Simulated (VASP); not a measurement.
**SiC3: relaxation of cell and atoms with PBE**

Crystal: SiC3.

```
C Si
1.0
     0.00000   -2.01799   -2.01799
    -2.01799    0.00000   -2.01799
     2.01799    2.01799   -4.03598
C Si
3 1
Direct
  0.87500 0.87500 0.37500
  0.37500 0.37500 0.87500
  0.75000 0.75000 0.75000
  0.25000 0.25000 0.25000
```

The cell comes from a database or a generator and needn't be the stable form of this composition.

```
Program                : VASP 6.6.1
Task                   : relaxation of cell and atoms
Functional             : PBE
Potentials or basis    : VASP PAW PBE potentials, release 64 (C, Si)
Cutoff                 : 600 eV
k mesh                 : 10 × 10 × 10
Occupations            : gaussian, width 0.02 eV
Spin                   : no spin polarisation
Further INCAR settings : ALGO = Fast; EDIFF = 1e-06; IBRION = 2; EDIFFG = -0.02; NSW = 60; ISIF = 3
```

The relaxed volume is 8.18 Å³/atom. The relaxed cell is a = 2.838 Å, b = 2.838 Å, c = 4.970 Å, α = 73.41°, β = 73.41°, γ = 60.00°, the space group after relaxing (to 0.05 Å) is R3m (No. 160) and the energy gained by relaxing is 188.1 meV/atom. The ionic steps are 10. The pressure after relaxing is 0.1 GPa, the largest force after relaxing is 0.015 eV/Å and the band gap on the k mesh is 1.51 eV, indirect (least direct gap 3.13 eV).

Forces on the atoms (eV/Å):
```
C    0.003  0.003 -0.003
C    0.007  0.007 -0.007
C   -0.001 -0.001  0.001
Si  -0.009 -0.009  0.009
```

Step by step:
```
step  energy change (eV)  largest force (eV/Å)  pressure (GPa)  volume (Å³)
   1              0.0000                5.3981            7.88        32.87
   2             -0.1229                5.1260          -12.80        34.83
   3             -0.6153                1.9415           -7.86        33.84
   4             -0.5375                4.1022            5.97        32.41
   5             -0.7379                0.6548           -2.90        33.14
   6             -0.7457                0.5765            1.48        32.58
   7             -0.7519                0.1176           -0.35        32.81
   8             -0.7525                0.0584           -0.01        32.72
   9             -0.7526                0.0322           -0.06        32.74
  10             -0.7526                0.0149            0.07        32.72
```

Final structure:
```
C Si
1.0
     0.00000   -2.00658   -2.00658
    -2.00658    0.00000   -2.00658
     2.04012    2.04012   -4.04670
C Si
3 1
Direct
  0.86342 0.86342 0.40973
  0.38361 0.38361 0.84917
  0.75409 0.75409 0.73774
  0.24888 0.24888 0.25337
```

Levels at points of the mesh, in eV from the valence-band top:
```csv
k point,band 5,band 6,band 7,band 8,band 9,band 10,band 11,band 12
"(0.00, 0.00, 0.00)",-2.88,-1.05,0.00,0.00,3.71,4.64,4.64,4.75
"(0.50, 0.00, 0.00)",-6.59,-5.08,-4.98,-2.41,3.15,4.03,6.17,8.94
"(0.50, 0.50, 0.00)",-5.41,-5.30,-2.39,-1.62,1.51,2.59,6.31,6.36
"(0.00, 0.00, 0.50)",-2.80,-2.80,-0.34,-0.34,3.79,5.22,5.22,5.46
```

Wall time 100 s on 1 thread of Intel(R) Xeon(R) 6975P-C (Granite Rapids) (shared host), peak memory 0.2 GiB.

A k mesh can miss the band edges. As with any semilocal functional, this PBE gap is likely too small.
